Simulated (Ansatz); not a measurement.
From input file to script: AlN, space group P6_3/mmc in Ansatz 0.2.0.

```yaml
crystal:
  lattice:
    - [3.31211574, 0.0, 0.0]
    - [-1.65605787, 2.86837637, 0.0]
    - [0.0, 0.0, 4.187563]
  atoms:
    - { symbol: Al, position: [0.3333333333333333, 0.6666666666666666, 0.75] }
    - { symbol: Al, position: [0.6666666666666666, 0.3333333333333333, 0.25] }
    - { symbol: "N", position: [0.3333333333333333, 0.6666666666666666, 0.25] }
    - { symbol: "N", position: [0.6666666666666666, 0.3333333333333333, 0.75] }
kpoints:
  mp_grid:
    kspacing: 0.36
hamiltonian:
  xc: lda
scf:
  occupations:
    method: gaussian
output:
  write_density: true
  volumetric_format: npy
  elf: true
  band_densities:
    - { bands: [v1, v1] }
    - { bands: [c1, c1] }
  bader: true
  dos:
    de: 0.05
    method:
      smearing:
        sigma: 0.2
    projected: true
```

`aln.py`:
```python
"""Bonding analysis of AlN."""

from pathlib import Path
import warnings

import ansatz as az
import numpy as np
from pymatgen.core import Structure
from scipy.ndimage import map_coordinates

warnings.simplefilter("ignore", az.DeckWarning)

vectors = np.array([
    [3.31211574, 0.0, 0.0],
    [-1.65605787, 2.86837637, 0.0],
    [0.0, 0.0, 4.187563],
])
aln = (
    az.Lattice.of(vectors)
    .atom("Al", (1 / 3, 2 / 3, 0.75))
    .atom("Al", (2 / 3, 1 / 3, 0.25))
    .atom("N", (1 / 3, 2 / 3, 0.25))
    .atom("N", (2 / 3, 1 / 3, 0.75))
)

setup = aln.calculation()
setup = setup.kpoints(spacing=0.36).occupations("Gaussian")
setup = setup.functional("lda").bader_charges()
setup = setup.density_of_states(energy_step=0.05, method="smearing", broadening_width=0.2, projected=True)
setup = setup.density()
setup = setup.electron_localization_function()
setup = setup.output_files(volumetric_format="npy")
setup = setup.band_densities([("v1", "v1"), ("c1", "c1")])
outcome = setup.run(threads=1, backend="cpu")
summary = outcome.report

print("%-22s %14.5f eV" % ("F = E - TS", summary["free_energy_ev"]))
print("%-22s %14.5f eV" % ("E", summary["internal_energy_ev"]))
print("%-22s %14.5f eV" % ("Harris-Foulkes", summary["harris_foulkes_ev"]))
print("%-22s %14.5f eV" % ("Fermi level", summary["fermi_energy_ev"]))

charges = outcome.bader_charges()
for atom in charges.atoms:
    print(f"Bader charge {atom.symbol:2s} {atom.partial_charge_e:+.3f} e")

dos = outcome.density_of_states()
energy = np.asarray(dos.energies_ev) - dos.fermi_ev
projected = outcome.projected_density_of_states()
# electrons in each projected shell, from the curves below the Fermi level
step = energy[1] - energy[0]
for index, site in enumerate(projected.sites):
    for shell in site.shells:
        curve = sum(np.sum(part.g_bin_mean_per_ev, axis=0) for part in shell.curves)
        print(f"site {index} {site.species:2s} {shell.label:3s} filled {curve[energy <= 0].sum() * step:7.3f}  at E_F {np.interp(0, energy, curve):7.3f} /eV")

final = Structure(outcome.lattice.cell_ang, [s.symbol for s in outcome.lattice.sites], [s.position_frac for s in outcome.lattice.sites])
# the grid holds the pseudo-density, which differs from the true one inside the cores
rho = outcome.density()
total = sum(channel.density_e_per_ang3 for channel in rho.channels[:2])
grid_cell = np.asarray(rho.fft_grid_basis) @ outcome.lattice.cell_ang
partner = min(final.get_neighbors(final[0], 5.0), key=lambda n: n.nn_distance)
line = np.linspace(final[0].coords, partner.coords, 9)
points = (line @ np.linalg.inv(grid_cell)) * rho.dims
values = map_coordinates(total, points.T, order=3, mode="grid-wrap")
print(f"from {final[0].specie} to {partner.specie}, {partner.nn_distance:.3f} A")
for t, value in zip(np.linspace(0, partner.nn_distance, 9), values):
    print(f"{t:7.3f} A  {value:9.4f} e/A^3")

# ELF is 0.5 in a uniform gas and nears 1 where pairs localise
folder = Path(outcome.write_results("elf"))
elf = np.load(folder / "elf.npy")
peak = np.unravel_index(elf.argmax(), elf.shape)
print(f"largest ELF {elf.max():.3f} at grid fractions", np.round(np.array(peak) / elf.shape, 3))
for level in (0.2, 0.5, 0.7, 0.8, 0.9):
    print(f"share of the cell with ELF over {level}: {np.mean(elf > level):.3f}")

distances = np.array([n.nn_distance for shell in final.get_all_neighbors(6.0) for n in shell])
values, counts = np.unique(distances.round(2), return_counts=True)
print("distance (A)  neighbours per atom")
for value, count in list(zip(values, counts))[:14]:
    print(f"{value:10.2f} {count / len(final):10.2f}")

# how spread out the top filled and lowest empty bands are
for name, window in zip(("top filled band", "lowest empty band"), outcome.band_densities().windows):
    field = window.outcome.density.channels[0].density_e_per_ang3
    ratio = field.mean() ** 2 / np.mean(field ** 2)
    print(f"{name}: band {window.window.first}, participation ratio {ratio:.3f} of the cell")
```

Running `python aln.py` prints:
```text
F = E - TS                -1779.30657 eV
E                         -1779.30657 eV
Harris-Foulkes            -1779.30657 eV
Fermi level                  10.33918 eV
Bader charge Al +2.433 e
Bader charge Al +2.433 e
Bader charge N  -2.433 e
Bader charge N  -2.433 e
site 0 Al 3S  filled   0.521  at E_F   0.000 /eV
site 0 Al 3P  filled   1.388  at E_F   0.000 /eV
site 1 Al 3S  filled   0.521  at E_F   0.000 /eV
site 1 Al 3P  filled   1.388  at E_F   0.000 /eV
site 2 N  2S  filled   1.408  at E_F   0.000 /eV
site 2 N  2P  filled   4.606  at E_F   0.000 /eV
site 3 N  2S  filled   1.408  at E_F   0.000 /eV
site 3 N  2P  filled   4.606  at E_F   0.000 /eV
from Al to N, 1.912 A
  0.000 A     0.0542 e/A^3
  0.239 A     0.0616 e/A^3
  0.478 A     0.1231 e/A^3
  0.717 A     0.3341 e/A^3
  0.956 A     0.6504 e/A^3
  1.195 A     1.2420 e/A^3
  1.434 A     2.5411 e/A^3
  1.673 A     3.6286 e/A^3
  1.912 A     3.5596 e/A^3
largest ELF 0.869 at grid fractions [0.917 0.458 0.733]
share of the cell with ELF over 0.2: 0.619
share of the cell with ELF over 0.5: 0.344
share of the cell with ELF over 0.7: 0.203
share of the cell with ELF over 0.8: 0.081
share of the cell with ELF over 0.9: 0.000
distance (A)  neighbours per atom
      1.91       3.00
      2.09       2.00
      2.84       6.00
      3.31       6.00
      3.82       3.00
      3.92      12.00
      4.19       2.00
      4.36       6.00
      4.60       6.00
      5.06       6.00
      5.34      12.00
      5.48      12.00
      5.67       6.00
      5.74       6.00
top filled band: band 8, participation ratio 0.212 of the cell
lowest empty band: band 9, participation ratio 0.677 of the cell
```

Notes:
- Absolute energies stand on the zero of these potentials, so only differences at equal settings mean something.
- Semilocal gaps usually lie well under measured ones.
- An absolute Fermi energy rests on an arbitrary zero of the periodic potential and has no direct meaning.
- Projections exist only for the shells that the potentials hold, some of them semicore, and samples at single energies can miss narrow peaks.
- In a crystal with a gap the Fermi level's place inside it depends on smearing and mesh.
- The crystal has a gap of about 3.28 eV on the mesh; any density of states at or just above the Fermi level is the tail of the broadening.
- Densities and potentials on the grid are those of the valence electrons, and inside the cores they hang on the potentials used.
- The structure comes from a database of computed cells and needn't be a stable or known phase.
- Gaps and levels are Kohn-Sham values on a finite set of k-points.
- The computed bands are complete only to about 5.9 eV above the Fermi level; beyond that the density of states is undercounted.
- Wall time of the script: 71 s on 1 thread of Arm Neoverse V1 (shared host), peak memory 0.36 GiB.

(Lines on the test bed's own set-up are left out of the output.)
